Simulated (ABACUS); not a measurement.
## Bi under changes of volume

One of the cells (31.117 Å³/atom); the others are scaled copies at fixed shape and fractional positions:

```xyz
1
Lattice="-1.9814 1.9814 1.9814 1.9814 -1.9814 1.9814 1.9814 1.9814 -1.9814" Properties=species:S:1:pos:R:3 pbc="T T T"
Bi    0.0000    0.0000    0.0000
```

This isn't the form of Bi at room conditions, which is rhombohedral.

| Item | Value |
| --- | --- |
| Program | ABACUS 3.10.1 |
| Functional | PBEsol |
| Potentials or basis | SG15 ONCV 1.2 PBE |
| Cutoff | 1361 eV |
| Density cutoff | 5442 eV |
| Basis | DZP LCAO (the cutoffs set its grid) |
| k mesh | 8 × 8 × 8 |
| Occupations | fermi-dirac, width 0.05 eV |
| Spin | no spin polarisation |

| volume (Å³/atom) | energy over the lowest point (meV/atom) | pressure (GPa) |
| --- | --- | --- |
| 29.250 | 18.68 | 3.9 |
| 29.872 | 6.72 | 2.3 |
| 30.495 | ? | ? |
| 31.117 | 0.00 | -0.4 |
| 31.739 | 4.01 | -1.6 |
| 32.362 | 12.26 | -2.6 |
| 32.984 | 24.28 | -3.5 |

Question: What does the run at 30.495 Å³/atom give?

Answer: Energy over the lowest point 0.71 meV/atom; pressure 0.9 GPa.

Worked out: A Birch-Murnaghan fit of order 3 (a polynomial in V^(-2/3)) to the other rows has its minimum at 30.89 Å³/atom with B0 = V·E''(V) = 63 GPa and B' = 4.6. It gives 0.70 meV/atom at 30.495 Å³/atom, against the run's 0.71, and -dE/dV = 0.8 GPa, against 0.9.

Energies are extrapolated to zero smearing.

Caveats: the atomic orbitals were generated for these runs and aren't a published set; the potentials were made for another functional, which shifts forces and pressure; the basis of atomic orbitals isn't converged, which shifts pressures, moduli and gaps.
